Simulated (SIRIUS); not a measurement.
# Te in SIRIUS: convergence with smearing width

Te:

```
Te
1.0
     2.30590    1.33131    1.69095
    -2.30590    1.33131    1.69095
     0.00000   -2.66263    1.69095
Te
1
Direct
  0.50000 0.50000 0.50000
```

This isn't the form of Te at room conditions, which is trigonal, of chains.

| Quantity | Value |
| --- | --- |
| Program | SIRIUS 7.10.0 |
| Task | single point |
| Functional | PBE |
| Potentials or basis | SPMS 1.0 PBE (norm-conserving) |
| Cutoff | 1127 eV |
| Density cutoff | 4507 eV |
| k mesh | 9 × 9 × 9 |
| Occupations | gaussian, width 0.4 eV |
| Spin | no spin polarisation |

These are the settings of the first run; the series varies smearing width, with any setting tied to it.

Hardware: 1 thread of Arm Neoverse V2, with other jobs on the host.

Problem. The values tried are 0.4 eV, 0.3 eV, 0.2 eV, 0.136 eV, 0.1 eV, 0.05 eV, 0.025 eV, 0.01 eV, loosest first. From which on does the energy stay within 1 meV/atom of the tightest run that finished?

Solution. From 0.2 eV on.

```csv
smearing width,"energy less the tightest run, at zero smearing (meV/atom)",pressure (GPa),SCF cycles,CPU time (s),peak memory (GiB)
0.4 eV,-1.78,2.76,16,67,0.44
0.3 eV,-1.21,2.71,16,67,0.43
0.2 eV,-0.90,2.67,16,67,0.43
0.136 eV,-0.83,2.66,16,67,0.43
0.1 eV,-0.71,2.67,16,67,0.43
0.05 eV,-0.23,2.69,16,68,0.43
0.025 eV,0.00,2.71,16,67,0.44
0.01 eV,0.00,2.74,16,65,0.43
```

Against the tightest run, the pressure stays within 0.1 GPa from 0.4 eV on. Narrower smearing needs a denser k mesh, so at a fixed mesh the narrowest width isn't the most accurate. The tightest run that finished is the yardstick and may itself not be fully converged.

Spin-orbit coupling is left out, which matters for the levels of Te.
